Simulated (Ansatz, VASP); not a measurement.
LiF in VASP and in Ansatz

POSCAR

```
LiF
1.0
    0.0000000000      1.9549743028      1.9549743028
    1.9549743028      0.0000000000      1.9549743028
    1.9549743028      1.9549743028      0.0000000000
Li F
1 1
Direct
    0.0000000000      0.0000000000      0.0000000000
    0.5000000000      0.5000000000      0.5000000000
```

Contents of INCAR.step1:

```
SYSTEM = LiF
PREC = Accurate
ENCUT = 520
ISMEAR = 0
SIGMA = 0.01
LREAL = .False.
LASPH = .True.
NELM = 100
NBANDS = 12
GGA = PE
ALGO = Normal
EDIFF = 1E-4
LWAVE = .True.
LCHARG = .False.
```

The input INCAR.step2:

```
SYSTEM = LiF
PREC = Accurate
ENCUT = 520
EDIFF = 1E-6
ISMEAR = 0
SIGMA = 0.01
LREAL = .False.
LASPH = .True.
NELM = 100
ALGO = Normal
ISIF = 2
LWAVE = .False.
LCHARG = .True.
METAGGA = R2SCAN
LMIXTAU = .True.
LELF = .True.
LVHAR = .True.
NBANDS = 12
ISTART = 1
```

File KPOINTS:

```
Automatic mesh
0
Gamma
  10 10 10
  0 0 0
```

Input for Ansatz:

```yaml
crystal:
  lattice:
    - [0.0, 1.9549743028, 1.9549743028]
    - [1.9549743028, 0.0, 1.9549743028]
    - [1.9549743028, 1.9549743028, 0.0]
  atoms:
    - { symbol: Li, position: [0.0, 0.0, 0.0] }
    - { symbol: F, position: [0.5, 0.5, 0.5] }
kpoints:
  mp_grid: { grid: [10, 10, 10] }
  band_path:
    path:
      - [0.0, 0.0, 0.0]
      - [0.5, 0.0, 0.5]
      - [0.625, 0.25, 0.625]
      - [0.375, 0.375, 0.75]
      - [0.5, 0.5, 0.5]
      - [0.5, 0.25, 0.75]
      - [-0.067708, 0.0, 0.067708]
    npoints: 1
hamiltonian:
  xc: r2scan
scf:
  occupations: { method: fixed }
  n_extra_bands: 4
output:
  forces: true
  stress: true
  eigenvalues: true
```

Change from the starting cell: hydrostatic strain -2.0%.

Alike in both runs: task single point; functional r2SCAN; k mesh 10 × 10 × 10; no spin polarisation.

|  | VASP | Ansatz |
| --- | --- | --- |
| version | VASP 6.6.1 | Ansatz 0.2.0 |
| potentials or method | VASP PAW PBE potentials, release 64 (Li_sv, F) | plane waves, PAW |
| plane-wave cutoff (eV) | 520 | 500 |
| occupations | gaussian, width 0.01 eV | fixed |
| valence electrons in the cell | 10 | 10 |

|  | VASP | Ansatz | Ansatz less VASP |
| --- | --- | --- | --- |
| gap on the k mesh at the Fermi level (eV) | 11.17 | 10.94 | -0.232 |

 A k mesh can miss the band edges.
